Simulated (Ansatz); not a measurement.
**Hf/BP/Hf: current against voltage**

Wanted: I(V) for Hf/BP/Hf. Both electrodes are Hf hcp(0001); the barrier is BP zinc blende(111) (whole bilayers). In the first transport cell, after relaxation, the nearest pair of electrode and barrier is Hf–P at 2.68 Å, along the normal, at the lower face and Hf–B at 2.43 Å, along the normal, at the upper one. All share a net of side 3.2 Å, which strains the lower electrode by +0.0 % and the barrier by -0.5 %, against typed lattice constants near PBE's. The first steps treat the bulk electrodes alone.

Method: PBE DFT, plane waves, PAW files, in the first sound run; inputs show where later runs differ, in Ansatz 0.2.0.

Most raw output is cut from this account.

## Step 1: Starting point

The structure is hexagonal, space group P6_3/mmc (No. 194). Conventional cell: a = 3.200 Å, b = 3.200 Å, c = 5.050 Å, α = 90.00°, β = 90.00°, γ = 120.00°. Hf has 12 Hf at 3.13 to 3.20 Å nearest.

## Step 2: The strained electrode

The electrode is held to the junction's net and relaxed along the normal; its spacing is used for the ideal lead layers.

input.yaml reads:

```yaml
crystal:
  lattice:
    - [3.2, 0.0, 0.0]
    - [-1.6, 2.7712812921, 0.0]
    - [0.0, 0.0, 5.05]
  atoms:
    - { symbol: Hf, position: [0.0, 0.0, 0.0] }
    - { symbol: Hf, position: [0.3333333333, 0.6666666667, 0.5] }
kpoints:
  mp_grid: { grid: [12, 12, 6] }
scf:
  occupations: { method: fermi_dirac, width: 0.1 }
  max_iter: 150
hamiltonian:
  xc: pbe
relax:
  f_tol: 0.01
  max_steps: 40
  cell: { fix: [a, b, angles] }
```

The run is started by

```bash
$ ansatz run input.yaml --threads 4 --pin off --max-ram 16384MiB --backend cpu --events-out ev --progress --plain --runs-dir out
```

Elapsed: 4.3 s, on 4 threads of Arm Neoverse V2, shared host; peak memory 0.41 GiB.

Relaxation path:

| step | energy less that of the first step (eV) | largest force component (eV/Å) | pressure (GPa) | volume (Å³) |
| --- | --- | --- | --- | --- |
| 1 | 0.0000 | 0.0000 | 0.79 | 44.78 |
| 2 | -0.0002 | 0.0000 | -0.33 | 45.24 |
| 3 | -0.0008 | 0.0000 | 0.16 | 45.04 |
| 4* | -0.0009 | 0.0000 | 0.16 | 45.04 |

Relaxation steps marked * repeat the geometry before them on a plane-wave basis chosen anew for their cell, so energy and pressure can jump there.

Forces are held to the 24 operations that the run works with; a distortion that breaks them can't arise in this run.

```csv
"conventional cell, symmetrised",before,after,change
a (Å),3.200,3.200,-0.0 %
b (Å),3.200,3.200,-0.0 %
c (Å),5.050,5.079,+0.6 %
volume (Å³/atom),22.39,22.52,+0.6 %
```

The relaxed structure:

```
Hf
1.0
     3.20000    0.00000    0.00000
    -1.60000    2.77128    0.00000
     0.00000    0.00000    5.07858
Hf
2
Direct
  0.00000 0.00000 0.00000
  0.33333 0.66667 0.50000
```

Numbers from this step:

* free energy: -31442.7505 eV
* Fermi energy: 19.75 eV
* pressure: 0.1578 GPa

## Step 3: Relaxation

System of this step: Hf/BP/Hf. The cell holds 14 atoms: 8 Hf, 3 P and 3 B. Its edges and angles: a = 3.200 Å, b = 3.200 Å, c = 42.593 Å, α = 90.0°, β = 90.0°, γ = 120.0°. Vacuum lies along c.

The starting distances are typed guesses, too rough for a quantity that is exponential in distance. A short slab in vacuum serves: only the barrier and the layers next to it are taken over, and later cells can add or drop layers in the barrier's middle. The dipole correction removes the field that unlike faces would set up across the vacuum.

input.yaml reads:

```yaml
crystal:
  lattice:
    - [3.2, 0.0, 0.0]
    - [-1.6, 2.7712812921, 0.0]
    - [0.0, 0.0, 42.5929169795]
  atoms:
    - { symbol: Hf, position: [0.33333333, 0.66666667, 0.1878246565] }
    - { symbol: Hf, position: [0.0, 0.0, 0.2471068137] }
    - { symbol: Hf, position: [0.33333333, 0.66666667, 0.3063889709] }
    - { symbol: Hf, position: [0.0, 0.0, 0.3656711281] }
    - { symbol: P, position: [0.0, 0.0, 0.4330532236] }
    - { symbol: B, position: [0.33333333, 0.66666667, 0.4485302804] }
    - { symbol: P, position: [0.33333333, 0.66666667, 0.494961451] }
    - { symbol: B, position: [0.66666667, 0.33333333, 0.5104385079] }
    - { symbol: P, position: [0.66666667, 0.33333333, 0.5568696784] }
    - { symbol: B, position: [0.0, 0.0, 0.5723467353] }
    - { symbol: Hf, position: [0.0, 0.0, 0.6343288719] }
    - { symbol: Hf, position: [0.33333333, 0.66666667, 0.6936110291] }
    - { symbol: Hf, position: [0.0, 0.0, 0.7528931863] }
    - { symbol: Hf, position: [0.33333333, 0.66666667, 0.8121753435] }
kpoints:
  mp_grid: { grid: [8, 8, 1] }
scf:
  occupations: { method: fermi_dirac, width: 0.1 }
  max_iter: 150
hamiltonian:
  xc: pbe
efield:
  axis: 3
  dipole_correction: true
relax:
  f_tol: 0.04
  max_steps: 60
output:
  forces: true
```

Run time: 58 s. Hardware: 4 threads; peak memory 1.4 GiB.

Relaxation path:

```csv
step,energy less that of the first step (eV),largest force component (eV/Å)
1,0.0000,1.1356
2,-0.2062,0.5903
3,-0.2998,0.3158
4,-0.3052,0.2693
5,-0.3122,0.0241
6,-0.3122,0.0243
```

Forces are held to the 6 operations that the run works with; a distortion that breaks them can't arise in this run.

The atoms that moved most (Å):

```csv
atom,dx,dy,dz,length
Hf14,0.000,0.000,-0.330,0.330
Hf1,0.000,0.000,0.292,0.292
Hf12,0.000,0.000,-0.289,0.289
Hf11,0.000,0.000,-0.261,0.261
Hf3,0.000,0.000,0.249,0.249
Hf4,0.000,0.000,0.228,0.228
Hf13,0.000,0.000,-0.196,0.196
Hf2,0.000,0.000,0.155,0.155
```

Numbers from this step:

```
free energy  : -128504.5064 eV
Fermi energy : 9.735 eV
```

The largest force component on a free atom ends at 0.024 eV/Å. At one or more of this run's solves the program warned of density in the dipole ramp over its bound, where dipole, forces and levels can be off.

## Step 4: Current under bias

This step: PBE DFT, plane waves, PAW files; current against voltage, self-consistent between two reservoirs (Ansatz 0.2.0).

System of this step: Hf/BP/Hf. The cell holds 30 atoms: 22 Hf, 4 P and 4 B. Cell: a = 3.200 Å, b = 3.200 Å, c = 78.317 Å, α = 90.0°, β = 90.0°, γ = 120.0°. Regions: left electrode, 11 atoms (11 Hf); barrier, 8 atoms (4 P and 4 B); right electrode, 11 atoms (11 Hf). Vacuum lies along c.

Under bias the potential drop changes the barrier, so density and potential are solved anew at each voltage between two reservoirs. The leads must hold the reservoirs as well as the screening charge.

input.yaml reads:

```yaml
crystal:
  lattice:
    - [3.2, 0.0, 0.0]
    - [-1.6, 2.7712812921, 0.0]
    - [0.0, 0.0, 78.3170303189]
  atoms:
    - { symbol: Hf, position: [0.0, 0.0, 0.0893803043] }
    - { symbol: Hf, position: [0.33333333, 0.66666667, 0.1218035151] }
    - { symbol: Hf, position: [0.0, 0.0, 0.154226726] }
    - { symbol: Hf, position: [0.33333333, 0.66666667, 0.1866499369] }
    - { symbol: Hf, position: [0.0, 0.0, 0.2190731478] }
    - { symbol: Hf, position: [0.33333333, 0.66666667, 0.2514963586] }
    - { symbol: Hf, position: [0.0, 0.0, 0.2839195695] }
    - { symbol: Hf, position: [0.33333333, 0.66666667, 0.3163427804] }
[... 18 atom lines left out ...]
    - { symbol: Hf, position: [0.66666667, 0.33333333, 0.8133500631] }
    - { symbol: Hf, position: [0.33333333, 0.66666667, 0.845773274] }
    - { symbol: Hf, position: [0.66666667, 0.33333333, 0.8781964849] }
    - { symbol: Hf, position: [0.33333333, 0.66666667, 0.9106196957] }
kpoints:
  mp_grid: { grid: [12, 12, 1] }
scf:
  occupations: { method: fermi_dirac, width: 0.1 }
  max_iter: 150
hamiltonian:
  xc: pbe
output:
  current_voltage:
    bias: [0.1, 0.6, 0.8, 1.0]
    kmesh: [18, 18]
    leads: [[4, 6], [24, 26]]
    electrode_ends: [10, 19]
  write_potential: true
  write_density: true
  volumetric_format: npy
  elf: true
```

It took 64 min on 4 threads; peak memory 9.9 GiB; 4 h of CPU time.

This step gave:

```
free energy              : -349516.0585 eV
Fermi energy             : 14.70 eV
conductance at zero bias : 4.68e13 S/m²
```

Checks by voltage:

```csv
bias (V),current density (ampere/m²),current on every other mesh point (ampere),drop across the junction (V),electrons moved,electrons in bound states,"misfit, lower lead (eV)","misfit, upper lead (eV)",iterations
0,0,0,0,0,0,0.03332,0.03311,8
0.1,4.33e12,4.21e-7,0.09057,8.92e-4,0.003067,0.03086,0.03718,7
0.6,1.97e13,1.99e-6,0.5585,0.007515,0.02778,0.03477,0.05286,10
0.8,1.68e13,1.57e-6,0.7523,0.01117,0.04183,0.04056,0.05769,9
1,8.82e12,7.90e-7,0.9489,0.01548,0.05671,0.04476,0.06006,10
```

Cell area 8.868 Å^2. The current through one cell by bias:

```
bias (V)  current through one cell (μA)
   0.000                              0
   0.100                          0.384
   0.600                           1.75
   0.800                           1.49
   1.000                          0.782
```

Bias 0 V. The transmission and channels, zone mean by energy, zero at the mean Fermi level:

| energy (eV) | transmission | channels, left | channels, right |
| --- | --- | --- | --- |
| -0.259 | 0.0332 | 0.407 | 0.407 |
| -0.233 | 0.0399 | 0.519 | 0.519 |
| -0.207 | 0.0457 | 0.537 | 0.537 |
| -0.181 | 0.0453 | 0.611 | 0.611 |
| -0.155 | 0.0531 | 0.698 | 0.623 |
| -0.129 | 0.0460 | 0.698 | 0.698 |
| -0.103 | 0.0475 | 0.660 | 0.660 |
| -0.078 | 0.0478 | 0.642 | 0.642 |
| -0.052 | 0.0489 | 0.660 | 0.660 |
| -0.026 | 0.0503 | 0.660 | 0.660 |
| 0.000 | 0.0496 | 0.667 | 0.667 |
| 0.026 | 0.0509 | 0.630 | 0.630 |
| 0.052 | 0.0596 | 0.685 | 0.685 |
| 0.078 | 0.0723 | 0.685 | 0.685 |
| 0.103 | 0.0858 | 0.667 | 0.685 |
| 0.129 | 0.120 | 0.759 | 0.759 |
| 0.155 | 0.0929 | 0.833 | 0.833 |
| 0.181 | 0.0866 | 0.815 | 0.815 |
| 0.207 | 0.0930 | 0.852 | 0.852 |
| 0.233 | 0.0897 | 0.852 | 0.852 |
| 0.259 | 0.0925 | 0.926 | 0.926 |

Bias 1 V. Table of transmission and channels, zone mean by energy, zero at the mean Fermi level:

| energy (eV) | transmission | channels, left | channels, right |
| --- | --- | --- | --- |
| -0.776 | 0.00136 | 1.06 | 0.426 |
| -0.724 | 0.00134 | 1.18 | 0.407 |
| -0.698 | 0.00168 | 1.18 | 0.463 |
| -0.646 | 8.9e-4 | 1.29 | 0.562 |
| -0.620 | 0.00314 | 1.32 | 0.698 |
| -0.569 | 0.00219 | 1.42 | 0.660 |
| -0.517 | 0.00248 | 1.36 | 0.660 |
| -0.491 | 0.00266 | 1.44 | 0.574 |
| -0.439 | 0.00345 | 1.53 | 0.630 |
| -0.388 | 0.00450 | 1.55 | 0.685 |
| -0.362 | 0.00516 | 1.53 | 0.667 |
| -0.310 | 0.00751 | 1.38 | 0.833 |
| -0.284 | 0.00877 | 1.37 | 0.852 |
| -0.259 | 0.0146 | 1.37 | 0.852 |
| -0.233 | 0.0113 | 1.24 | 0.852 |
| -0.181 | 0.0121 | 1.15 | 0.981 |
| -0.155 | 0.0122 | 1.07 | 0.944 |
| -0.129 | 0.0252 | 1.15 | 1.11 |
| -0.103 | 0.0124 | 0.963 | 1.11 |
| -0.052 | 0.00929 | 0.778 | 1.19 |
| -0.026 | 0.00399 | 0.574 | 1.21 |
| 0.000 | 0.00203 | 0.370 | 1.32 |
| 0.026 | 0.00214 | 0.333 | 1.34 |
| 0.052 | 0.00233 | 0.370 | 1.25 |
| 0.103 | 0.0111 | 0.407 | 1.32 |
| 0.155 | 0.0166 | 0.463 | 1.36 |
| 0.181 | 0.0169 | 0.426 | 1.32 |
| 0.233 | 0.0230 | 0.407 | 1.23 |
| 0.284 | 0.0221 | 0.537 | 1.23 |
| 0.310 | 0.0166 | 0.623 | 1.34 |
| 0.362 | 0.00995 | 0.698 | 1.34 |
| 0.388 | 0.00809 | 0.660 | 1.38 |
| 0.439 | 0.00799 | 0.660 | 1.39 |
| 0.491 | 0.00625 | 0.667 | 1.23 |
| 0.517 | 0.00403 | 0.648 | 1.19 |
| 0.569 | 0.00188 | 0.685 | 1.18 |
| 0.620 | 0.00118 | 0.759 | 1.15 |
| 0.646 | 9.9e-4 | 0.833 | 1.11 |
| 0.698 | 7.7e-4 | 0.815 | 1.13 |
| 0.724 | 9.5e-4 | 0.852 | 1.13 |
| 0.776 | 0.00182 | 1 | 1.05 |

Table of Hartree potential energy less that at 0 V, planar mean by z:

```csv
z (Å),0.1 V (eV),0.6 V (eV),0.8 V (eV),1 V (eV)
0.0,0.00136,0.0129,0.0206,0.0278
2.5,0.0286,0.176,0.238,0.299
5.0,0.0519,0.313,0.420,0.526
7.5,0.0522,0.314,0.421,0.527
10.0,0.0519,0.313,0.419,0.525
12.5,0.0518,0.312,0.419,0.524
15.0,0.0515,0.311,0.417,0.522
17.5,0.0507,0.306,0.412,0.517
20.0,0.0494,0.302,0.408,0.513
22.5,0.0483,0.296,0.400,0.503
25.0,0.0470,0.290,0.392,0.494
27.5,0.0458,0.286,0.388,0.484
30.0,0.0435,0.283,0.382,0.463
32.5,0.0463,0.324,0.448,0.566
35.0,0.0171,0.0784,0.0831,0.0702
37.5,-0.00715,-0.0604,-0.101,-0.138
40.0,-0.0259,-0.165,-0.234,-0.281
42.5,-0.0364,-0.230,-0.315,-0.376
45.0,-0.0372,-0.249,-0.340,-0.396
47.5,-0.0391,-0.244,-0.340,-0.428
50.0,-0.0405,-0.255,-0.348,-0.440
52.5,-0.0423,-0.263,-0.352,-0.441
55.0,-0.0425,-0.267,-0.357,-0.450
57.5,-0.0418,-0.265,-0.356,-0.448
60.0,-0.0449,-0.275,-0.366,-0.459
62.5,-0.0470,-0.283,-0.376,-0.470
65.0,-0.0476,-0.286,-0.379,-0.474
67.5,-0.0478,-0.287,-0.380,-0.474
70.0,-0.0481,-0.287,-0.381,-0.476
72.5,-0.0495,-0.295,-0.391,-0.488
75.0,-0.0345,-0.202,-0.266,-0.330
77.5,-0.00755,-0.0406,-0.0505,-0.0610
```

ELF in the ca plane at fractional y = 0.667, with atoms of Hf and B and P within 0.2 Å of it. It is the smooth field of the valence electrons, not physical close to the nuclei.

Ten even steps from '0' (0.01) to '9' (0.93), each cell a mean:
```
01366533579996345675321112234312321243222342
01356433579996345665311112344312321244222342
24688732357874225787542012212221211221222122
77668731123321015776673257741243334312676313
98203630000000014510585488873366666426888624
98102530000000014410585488884367777426888624
87558731012220014775674268742244334413787313
34688732257763125887642013312221111221232123
```
Columns run along c (16.0 Å, from fractional 0.47 to 0.67 of the cell), rows up along a (3.2 Å). Atoms in or near the plane, at fractional coordinates: P at (0.48, 0.33), B at (0.56, 0.33), Hf at (0.59, 0.33), Hf at (0.65, 0.33).

Electrostatic potential energy in the ca plane at fractional y = 0.667, with atoms of Hf and B and P within 0.2 Å of it. With pseudopotentials it is smooth inside the atoms' cores, unlike the true potential.

Ten even steps from '0' (-34 eV) to '9' (17 eV), each cell a mean:
```
99876678999889998766789998789999999999987789
99876678999999998766789998789999999999987788
89987789998777899877899999889999888999998889
78999999974224789998999999865898423799999999
58999999862221589999999999500475000489999999
58999999851221589999999999500375000389999999
78999999974113789999999999854787312699999999
89987789987667899877899999889999878899998899
```
Columns run along c (16.0 Å, from fractional 0.33 to 0.53 of the cell; values clipped at the 3rd and 97th percentile), rows up along a (3.2 Å). Atoms in or near the plane, at fractional coordinates: Hf at (0.38, 0.33), B at (0.46, 0.33), P at (0.48, 0.33).

Valence density in the ca plane at fractional y = 0.667, with atoms of Hf and B and P within 0.2 Å of it. It is the smooth field of the valence electrons, not physical close to the nuclei.

Ten steps, logarithmic in the rise over the least value, from '0' (0 e/Å³) to '9' (28 e/Å³), each cell a mean:
```
32100001000012321001111100001111001222110111
32100000000012321001111100001111011222110111
11100122210011110000112110011211001121100112
11001256631011100000112221122221000000000012
11011589852111000000012222221121000000000012
11011589962111000000012222221121000000000012
11001367631011100000112221222221000000000012
11100123210011110000112110112221000111100112
```
Columns run along c (16.0 Å, from fractional 0.35 to 0.55 of the cell), rows up along a (3.2 Å). Atoms in or near the plane, at fractional coordinates: Hf at (0.38, 0.33), B at (0.46, 0.33), P at (0.48, 0.33).

All 5 points reached self-consistency. On every other mesh point the currents change by up to 14 %. The leads' potential repeats within 60 meV, on the large side, so longer leads could move the currents.

[end of part 1 of 2]

[Logs are printed without paths, hosts, clocks, repeated set-up lines and the standing remarks that a program may print on its own settings, such as how far it seeks lower states.]

[Hosts, paths, dates, database ids (printed as entryN), source tags and the programs' standing remarks are cut or masked in the printed files.]
